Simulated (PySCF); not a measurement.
Question: What does the PBE/6-31+G* structure of InChI=1S/C6H7N/c7-6-4-2-1-3-5-6/h1-5H,7H2 look like in three dimensions?

Answer: 
```
atom  x, y, z in Å
N1     2.4408   -0.1181    0.1829
C2     1.0518    0.0145    0.0461
C3     0.3954    1.1906    0.4759
C4    -0.9997    1.2950    0.3987
C5    -1.7731    0.2361   -0.1060
C6    -1.1239   -0.9346   -0.5327
C7     0.2706   -1.0497   -0.4598
H8     2.8770   -0.7971   -0.4416
H9     2.9619    0.7590    0.2059
H10    0.9866    2.0226    0.8780
H11   -1.4854    2.2174    0.7365
H12   -2.8627    0.3220   -0.1663
H13   -1.7082   -1.7721   -0.9303
H14    0.7635   -1.9721   -0.7910
```

Orientation and origin are arbitrary. Atoms count from 1 in this order. Of the pairs four or more bonds apart, H9···H10 is among the closest relative to their van der Waals radii: 2.44 Å, 102 % of the sum of Bondi's values. The 6-membered ring C2–C3–C4–C5–C6–C7 has internal angles of 118.6° to 120.8°; it is planar, 0.00 Å rms from its mean plane, widest ring torsion 0°. The 7 heavy atoms lie in one plane (0.016 Å rms). N1 (aniline-type nitrogen) is pyramidal (angles 115.3°, 115.3° and 111.6°, sum 342.1°, 0.28 Å off the plane of its three neighbours).

Bonds between heavy atoms (Å): N1–C2 1.402, C2–C3 1.414, C3–C4 1.401, C4–C5 1.405, C5–C6 1.405, C6–C7 1.401, C2–C7 1.414.

Theory: PBE/6-31+G* geometry optimisation, gas phase (PySCF).

Point group: Cs (tolerance 0.08 Å). No frequency check.
